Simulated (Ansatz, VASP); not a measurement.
Two plane-wave programs on TiAl

```
CELL_PARAMETERS angstrom
2.82851 0.00000 0.00000
-1.41426 2.44956 0.00000
0.00000 0.00000 4.61486
ATOMIC_POSITIONS crystal
Ti 0.00000 0.00000 0.00000
Al 0.33333 0.66667 0.50000
```

Change from the starting cell: volume scaled by 0.96.

Alike in both runs: task single point; functional PBEsol; k mesh 11 × 11 × 6; occupations fermi-dirac, width 0.05 eV; no spin polarisation.

|  | VASP | Ansatz |
| --- | --- | --- |
| version | VASP 6.6.1 | Ansatz 0.2.0 |
| potentials or method | VASP PAW PBE potentials, release 64 (Ti_sv, Al) | Ansatz PAW |
| plane-wave cutoff (eV) | 520 | 420 |
| valence electrons in the cell | 15 | 15 |

|  | VASP | Ansatz | Ansatz less VASP |
| --- | --- | --- | --- |
| gap on the k mesh at the Fermi level (eV) | none | none | - |
| pressure (GPa) | 1.6 | 1.6 | +0.02 |
| largest component of the traceless stress (GPa) | 0.52 | 0.60 | +0.080 |

A gap of «none» marks a metal or a gap that the smearing closes. With one functional, cell and mesh, what is left measures potentials, basis and numerics.

Caveats: the PAW data sets were made with another functional, which shifts forces and pressure a little (VASP); the PAW data sets come from PBE, with cores solved anew for the run's functional, which leaves a small shift of forces and pressure (Ansatz).
